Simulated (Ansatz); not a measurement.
## ZnS

Level of theory: DFT, PBE, scalar-relativistic, no spin polarisation; plane waves to 420 eV with PAW datasets (Ansatz 0.2.0), 10×10×6 k-mesh, Gaussian smearing of 0.05 eV. The datasets are Ansatz's generated set soft_2.

```
Zn S
1.0
     3.84575    0.00000    0.00000
    -1.92287    3.33051    0.00000
     0.00000    0.00000    6.30438
Zn S
2 2
Direct
  0.33333 0.66667 0.00520
  0.66667 0.33333 0.50520
  0.33333 0.66667 0.37980
  0.66667 0.33333 0.87980
```

The chain of runs began from a cell as deposited in COD, expanded in volume.

Which orbitals make up the states within about 0.6 eV of each band edge?

Valence edge: S 3p 91 %, Zn 3d 9 %. Conduction edge: Zn 4s 61 %, S 3s 29 %, S 3p 11 %. Shares are among the projected shells; the gap is 2.08 eV.

Density of states (tetrahedra, averaged over 0.3 eV; states/eV per cell of 4 atoms; energy in eV from the Fermi level; projections on Löwdin-orthogonalised atomic orbitals, summed over sites):

```
    E  total  S 3p  Zn 3d  Zn 4s  S 3s
-6.70   22.7   0.2   22.2    0.1   0.1
-6.40    2.1   0.0    1.9    0.0   0.1
-6.10    0.1   0.0    0.0    0.0   0.0
-5.80    1.9   1.1    0.3    0.5   0.0
-5.50    3.6   2.0    0.5    0.9   0.1
-5.20    2.1   1.1    0.4    0.4   0.1
-4.90    1.7   0.9    0.3    0.3   0.1
-4.60    1.2   0.7    0.2    0.2   0.1
-4.30    1.4   1.0    0.2    0.1   0.1
-4.00    2.0   1.6    0.2    0.1   0.1
-3.70    2.1   1.7    0.2    0.1   0.1
-3.40    2.7   2.2    0.2    0.1   0.1
-3.10    3.0   2.6    0.2    0.1   0.0
-2.80    3.4   2.9    0.3    0.1   0.0
-2.50    4.2   3.7    0.3    0.0   0.0
-2.20    4.9   4.3    0.4    0.0   0.0
-1.90    3.0   2.7    0.3    0.0   0.0
-1.60    1.8   1.6    0.2    0.0   0.0
-1.30    0.9   0.8    0.1    0.0   0.0
-1.00    0.1   0.1    0.0    0.0   0.0
-0.70    0.0   0.0    0.0    0.0   0.0
-0.40    0.0   0.0    0.0    0.0   0.0
-0.10    0.0   0.0    0.0    0.0   0.0
 0.20    0.0   0.0    0.0    0.0   0.0
 0.50    0.0   0.0    0.0    0.0   0.0
 0.80    0.0   0.0    0.0    0.0   0.0
 1.10    0.0   0.0    0.0    0.0   0.0
 1.40    0.0   0.0    0.0    0.0   0.0
 1.70    0.1   0.0    0.0    0.0   0.0
 2.00    0.1   0.0    0.0    0.1   0.0
 2.30    0.4   0.1    0.0    0.2   0.1
 2.60    1.6   0.3    0.0    0.6   0.1
 2.90    2.7   0.5    0.0    1.1   0.2
 3.20    3.4   0.7    0.0    1.3   0.2
 3.50    2.8   0.5    0.0    1.0   0.1
 3.80    1.4   0.3    0.0    0.5   0.0
 4.10    0.9   0.2    0.0    0.3   0.0
```

Formal charges Zn²⁺, S²⁻ balance and leave closed shells on every ion, so a band insulator is expected, and the gap is 2.08 eV.

The lowest excitation takes an electron from S back to Zn, as in polar semiconductors.

Kohn–Sham gaps of semilocal functionals lie under measured ones, often by a third or more.
